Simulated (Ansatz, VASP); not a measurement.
# ZnS (Sphalerite) in two plane-wave programs, part 2 of 2

Wanted: the spread between two codes on one cell, functional and k mesh.

VASP 6.6.1 and Ansatz 0.2.0.

So far. Step 3 (VASP: single point, PBEsol): The run ends at a pressure of 0.44 GPa. Step 5 (Ansatz: single point, LDA, volume scaled by 1.015): The run ends at a pressure of -1.48 GPa.

## Step 7: Side by side

What differs besides the data sets and the points named for the pairs above, as far as they apply: the two LDA forms differ slightly; the cutoff is 420 eV in Ansatz and 500 eV in VASP; VASP's log shows a relativistic correction to its local exchange, Ansatz's none. Total energies have different zeros and are not compared.

Compared:

| quantity | Ansatz | VASP | difference |
| --- | --- | --- | --- |
| pressure (GPa) | -1.48 | -1.26 | -0.22 |
| pressure without Ansatz's Pulay correction (GPa) | -1.54 | -1.26 | -0.28 |
| gap on the k mesh (eV) | 2.045 | 2.079 | -0.034 |

A gap on the mesh is an upper bound, since the band edges may lie between its points. Ansatz's pressure holds a Pulay correction of 0.05 GPa; VASP's holds none.

## Step 8: VASP: single point, LDA, volume scaled by 0.97

A single point gives forces, pressure and levels at one fixed geometry, so differences don't come from the geometry; what else differs is listed under the comparison. The cell compared in this pair holds 36.14 Å³, against 37.82 Å³ for the pair before.

The input asks for a relaxation, which ended at its first step since no free force or stress exceeded the threshold; so it serves as a single point.

The input, INCAR:

```
SYSTEM = ZnS
PREC = Accurate
ENCUT = 500
EDIFF = 1E-07
NELM = 100
ISMEAR = 0
SIGMA = 0.03
LREAL = .FALSE.
ALGO = Normal
GGA = CA
NBANDS = 15
LORBIT = 11
LWAVE = .FALSE.
LCHARG = .FALSE.
KPAR = 4
IBRION = 2
NSW = 50
ISIF = 4
EDIFFG = -0.002
```

The input, POSCAR:

```
ZnS
1.0
    0.0000000000      2.6241887479      2.6241887479
    2.6241887479      0.0000000000      2.6241887479
    2.6241887479      2.6241887479      0.0000000000
Zn S
1 1
Direct
    0.0000000000      0.0000000000      0.0000000000
    0.7500000000      0.7500000000      0.7500000000
```

The input, KPOINTS:

```
Automatic mesh
0
Gamma
8 8 8
0 0 0
```

Potentials, in the order of the species: Zn and S (LDA family, release 64).

Command:

```sh
$ mpirun -np 4 vasp_std
```

Numbers of over 12 decimals in the logs are rounded to 6 here.

Output:

```text
[... set-up lines as in an earlier step ...]
 entering main loop
       N       E                     dE             d eps       ncg     rms          rms(c)
DAV:   1     0.902575671711E+02    0.90258E+02   -0.90518E+03   870   0.145E+03
DAV:   2    -0.288215292446E+01   -0.93140E+02   -0.87310E+02   989   0.274E+02
DAV:   3    -0.858057436323E+01   -0.56984E+01   -0.56760E+01  1073   0.677E+01
DAV:   4    -0.864346664161E+01   -0.62892E-01   -0.62875E-01  1031   0.734E+00
[...]
DAV:  11    -0.819767264202E+01    0.27408E-05   -0.12745E-05  1347   0.796E-02    0.868E-03
DAV:  12    -0.819767272360E+01   -0.81576E-07   -0.13880E-06  1059   0.175E-02    0.381E-03
DAV:  13    -0.819767273734E+01   -0.13743E-07   -0.97921E-08   694   0.417E-03
   1 F= -.81976727E+01 E0= -.81976727E+01  d E =-.819767E+01
[...]
reached required accuracy - stopping structural energy minimisation
```

From OUTCAR (step 8):

```text
  Total        0.6358718      0.6358718      0.6358718      0.0000000      0.0000000      0.0000000
  in kB       28.1880423     28.1880423     28.1880423      0.0000000      0.0000000      0.0000000
  external PRESSURE =      28.1880423 kB  Pullay stress =       0.0000000 kB

 POSITION                                       TOTAL-FORCE (eV/Angst)
 -----------------------------------------------------------------------------------
      0.00000      0.00000      0.00000        -0.000000      0.000000     -0.000000
      3.93628      3.93628      3.93628         0.000000     -0.000000      0.000000
 -----------------------------------------------------------------------------------
    total drift:                               -0.000001     -0.000001     -0.000001

  FREE ENERGIE OF THE ION-ELECTRON SYSTEM (eV)
  ---------------------------------------------------
  free  energy   TOTEN  =        -8.1976727373 eV

  energy  without entropy=       -8.1976727373  energy(sigma->0) =       -8.19767274

[... 2 parts as in an earlier step ...]

[... 2 further parts left out ...]
[key lines of the parts left out:]
E-fermi :   2.9632
```

## Step 9: Ansatz: single point, LDA, volume scaled by 0.97

The same cell, functional (in two slightly different forms), mesh and smearing now go to Ansatz, which takes its cutoff from its data sets.

The cell is a member of a volume series, scaled by 0.97 from a relaxed one, so a pressure remains.

The input, input.yaml:

```yaml
crystal:
  lattice:
    - [0.0, 2.62418875, 2.62418875]
    - [2.62418875, 0.0, 2.62418875]
    - [2.62418875, 2.62418875, 0.0]
  atoms:
    - { symbol: Zn, position: [0.0, 0.0, 0.0] }
    - { symbol: S, position: [0.75, 0.75, 0.75] }
hamiltonian:
  xc: lda
  pseudopotentials: { kind: paw }
kpoints:
  mp_grid: { grid: [8, 8, 8] }
scf:
  occupations: { method: gaussian, width: 0.03 }
  n_extra_bands: 4
output:
  forces: true
  stress: true
  eigenvalues: true
```

Command:

```sh
$ ansatz run input.yaml --threads 2 --pin off --max-ram 4608MiB --backend cpu --events-out ev --progress --plain --runs-dir out
```

Output:

```text
[...]
Crystal: 2 atoms, lattice volume = 36.142 Å³
Basis set: ecut = 420 eV, 725 PW (Γ)
Bands: 13, of which v1, the nominal top of the filled ones, is band 9 counted from 1 (8 counted from 0)
Symmetry: 24 space group operations
[...]
k-points: 29 of 512 (time reversal used)
[...]
P = ⅓ Tr σ = 2.5298 GPa (25.298 kbar)
--- Band table (eV; the first three rows and the last of 29) ---
  k-point 0: bands = [... 5 lower, 0.4193, 6.7057, 6.7057, 6.7057, 8.9564, 12.8480, 12.8480, 12.8480]
  k-point 1: bands = [... 5 lower, 0.4169, 5.4843, 6.5300, 6.5300, 9.7887, 12.8104, 13.1328, 13.1328]
  k-point 2: bands = [... 5 lower, 0.4204, 3.5849, 6.1532, 6.1532, 10.2123, 13.5334, 13.5334, 13.6505]
  k-point 28: bands = [... 5 lower, 0.9272, 1.5911, 3.4486, 3.5800, 12.2001, 12.9787, 14.5450, 14.6481]
[key lines of the parts left out:]
SCF converged after 6 iterations
Free energy (F): -4117.431264 eV
Fermi energy:    7.831299 eV
```

Wall time 1.6 s (2 threads of Arm Neoverse N1, shared host); peak memory 0.27 GiB; 2.8 s of CPU time.

The run ends at a pressure of 2.53 GPa.

## Step 10: Differences

Compared:

| quantity | Ansatz | VASP | difference |
| --- | --- | --- | --- |
| pressure (GPa) | 2.53 | 2.82 | -0.29 |
| pressure without Ansatz's Pulay correction (GPa) | 2.47 | 2.82 | -0.35 |
| gap on the k mesh (eV) | 2.251 | 2.288 | -0.037 |

A gap on the mesh is an upper bound, since the band edges may lie between its points. Ansatz's pressure holds a Pulay correction of 0.06 GPa; VASP's holds none.

## Step 11: Summary of results

```json
{"difference in gap on the k mesh (single point, PBEsol)": "-0.0054 eV", "difference in gap on the k mesh (single point, LDA, volume scaled by 1.015)": "-0.034 eV", "difference in gap on the k mesh (single point, LDA, volume scaled by 0.97)": "-0.037 eV"}
```

**Reading.** The difference in gap on the k mesh is -0.037 eV (single point, LDA, volume scaled by 0.97), within the 0.08 eV picked in this series as the mark of a large difference. 2 further runs of this series are not shown here. How closely two codes agree says nothing of how well the functional describes the real material.

[Lines on the potential files, build, host, timing and source positions are cut from VASP's logs without a mark.]

[Logs are printed without paths, hosts, clocks, repeated set-up lines and the standing remarks that a program may print on its own settings, such as how far it seeks lower states.]

[Hosts, paths, dates, database ids (printed as entryN), source tags and the programs' standing remarks are cut or masked in the printed files.]
